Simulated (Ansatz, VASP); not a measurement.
**One calculation of ZrB, two programs**

```
CELL_PARAMETERS angstrom
0.00000 2.33229 2.79782
2.33229 0.00000 2.79782
2.33229 2.33229 0.00000
ATOMIC_POSITIONS crystal
Zr 0.00000 0.00000 0.00000
B 0.50000 0.50000 0.50000
```

Alike in both runs: task single point; functional LDA; k mesh 18 × 18 × 18; occupations gaussian, width 0.15 eV; no spin polarisation.

|  | VASP | Ansatz |
| --- | --- | --- |
| version | VASP 6.6.1 | Ansatz 0.2.0 |
| potentials or method | VASP PAW LDA potentials, release 64 (Zr_sv, B) | scalar-relativistic, plane waves, PAW |
| plane-wave cutoff (eV) | 520 | 520 |
| valence electrons in the cell | 15 | 15 |

```tsv
	VASP	Ansatz	Ansatz less VASP
gap on the k mesh at the Fermi level (eV)	none	none	-
pressure (GPa)	-3.5	-3.8	-0.26
largest component of the traceless stress (GPa)	26.17	26.00	-0.178
```

A gap of «none» marks a metal or a gap that the smearing closes.
